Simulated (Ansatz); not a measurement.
Computed properties of ZnAu

```xyz
2
Lattice="3.1501 0.0000 0.0000 0.0000 3.1501 0.0000 0.0000 0.0000 3.1501" Properties=species:S:1:pos:R:3 pbc="T T T"
Zn    1.5750    1.5750    1.5750
Au    0.0000    0.0000    0.0000
```

Atoms are numbered in the order listed.

The cell is the one relaxed in the Materials Project (mp-1684), not relaxed further here; entries there can be hypothetical.

No spin–orbit coupling, which matters for the heavy atoms here.

Levels of theory: DFT, PBEsol, all-electron LAPW, scalar-relativistic (Ansatz 0.2.0); DFT, PBEsol, PAW with Ansatz's default frozen-core files, scalar-relativistic (Ansatz 0.2.0).

For LAPW: a Γ-centred 13×13×13 k mesh, Fermi–Dirac smearing of 0.05 eV, basis error target 1 meV/atom, no spin polarisation. PAW takes a cutoff of 420 eV at this cell (files made with PBE, cores remade for this functional). The Ansatz runs share mesh, smearing and spin set-up. Values come from LAPW unless marked.

```
Pressure at this cell                                                                                                  : -2.77 GPa
Band gap                                                                                                               : none: with an odd electron count and no spin polarisation the bands can't all be full, a metal in this set-up (spin order or a larger cell could open a gap)
Density of states at the Fermi level (0.2 eV bin)                                                                      : 0.49 states/eV per cell
Löwdin charges (with 0.67 e of the cell spilling out of the atomic basis, so their sizes and signs hang on that basis) : Zn1 0.82, Au2 -0.15 e
Bader charges (from the PAW run)                                                                                       : Zn1 +0.57, Au2 -0.57 e
Volume per atom                                                                                                        : 105.5 bohr³
```
